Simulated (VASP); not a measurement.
Runs of VASP 6.6.1 on Mg2Si. Symmetry: Fm-3m, No. 225, cubic system. Conventional cell: a = 6.340 Å, b = 6.340 Å, c = 6.340 Å, α = 90.00°, β = 90.00°, γ = 90.00°. Mg (site symmetry -43m) is surrounded by 4 Si at 2.75 Å. Around Si (site symmetry m-3m) lie 8 Mg at 2.75 Å. The cell is a database's computed one.

```csv
task,level,cell,k mesh,cutoff (eV),mesh quality,gap on the mesh (eV),pressure (GPa),relaxed volume (Å³/atom)
relaxation of cell and atoms,PBEsol,relaxed,10 × 10 × 10,300,not flagged,0.11,0.0,21.06
relaxation of cell and atoms,PBEsol,relaxed,10 × 10 × 10,600,not flagged,0.11,0.0,(b)
relaxation of cell and atoms,PBEsol,relaxed,4 × 4 × 4,600,coarse,(a),0.0,21.05
relaxation of cell and atoms,RPBE,relaxed,10 × 10 × 10,600,not flagged,(c),0.0,21.96
single point,PBEsol,as given,10 × 10 × 10,520,not flagged,0.12,-0.4,-
```

Alike in all rows: potentials or basis VASP PAW PBE potentials, release 64 (Mg, Si); no spin polarisation; smearing gaussian 0.1 eV.

Question: Estimate the missing entries.

Answer: (a) 0.08; (b) 21.07; (c) 0.28.

Caveats: some runs use coarse meshes; the PAW data sets were made with another functional, which shifts forces and pressure a little; the cutoff is under 1.25 times the usual one of these potentials, so pressure, stress and relaxed cells hold a basis-set (Pulay) error (some runs).

A k mesh can miss the band edges.

Runs at the PBE level aren't shown here.
